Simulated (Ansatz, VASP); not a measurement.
Given: the input of a run of VASP 6.6.1 on Ti.

INCAR

```
SYSTEM = Ti
PREC = Accurate ; ENCUT = 520
EDIFF = 1E-6 ; ISMEAR = 0
SIGMA = 0.020999999999999998 ; LREAL = .False.
LASPH = .True. ; NELM = 100
ALGO = Fast ; ISIF = 2
LWAVE = .False. ; LCHARG = .False.
GGA = PE ; NBANDS = 19
```

File KPOINTS:

```
Automatic mesh
0
Gamma
  10 10 6
  0 0 0
```

File POSCAR:

```
Ti
1.0
    2.9500000000      0.0000000000      0.0000000000
   -1.4750000000      2.5547749412      0.0000000000
    0.0000000000      0.0000000000      4.6800000000
Ti
2
Direct
    0.6666666667      0.3333333333      0.7500000000
    0.3333333333      0.6666666667      0.2500000000
```

Potentials or basis: VASP PAW PBE potentials, release 64 (Ti_sv).

The run is started by

```sh
$ cat potpaw_PBE.64/Ti_sv/POTCAR > POTCAR
$ mpirun -np 1 vasp_std > vasp.out
```

Task: Translate it to Ansatz 0.2.0. Potentials there: all-electron LAPW, scalar-relativistic.

Result: As run (the cutoff follows the program's own potentials):

input.yaml

```yaml
crystal:
  lattice:
    - [2.95, 0.0, 0.0]
    - [-1.475, 2.5547749412, 0.0]
    - [0.0, 0.0, 4.68]
  atoms:
    - { symbol: Ti, position: [0.6666666667, 0.3333333333, 0.75] }
    - { symbol: Ti, position: [0.3333333333, 0.6666666667, 0.25] }
kpoints:
  mp_grid: { grid: [10, 10, 6] }
scf:
  occupations: { method: gaussian, width: 0.021 }
hamiltonian:
  xc: pbe
  pseudopotentials: { kind: all_electron, lapw: { basis_error: 0.001 } }
output:
  forces: true
  stress: true
  eigenvalues: true
```

Potentials or basis: all-electron LAPW, scalar-relativistic.

Launch:

```bash
$ ansatz run input.yaml --threads 1 --pin off --max-ram 3072MiB --backend cpu --events-out ev --progress --plain --runs-dir out
```

Both were run:

|  | VASP | Ansatz | Ansatz less VASP |
| --- | --- | --- | --- |
| gap on the k mesh at the Fermi level (eV) | none | none | - |
| pressure (GPa) | -1.7 | -1.4 | +0.31 |
| largest component of the traceless stress (GPa) | 0.17 | 0.17 | -0.005 |

A gap of «none» marks a metal or a gap that the smearing closes. Ansatz ran all-electron here, so the differences hold the error of VASP's frozen core and of both bases.
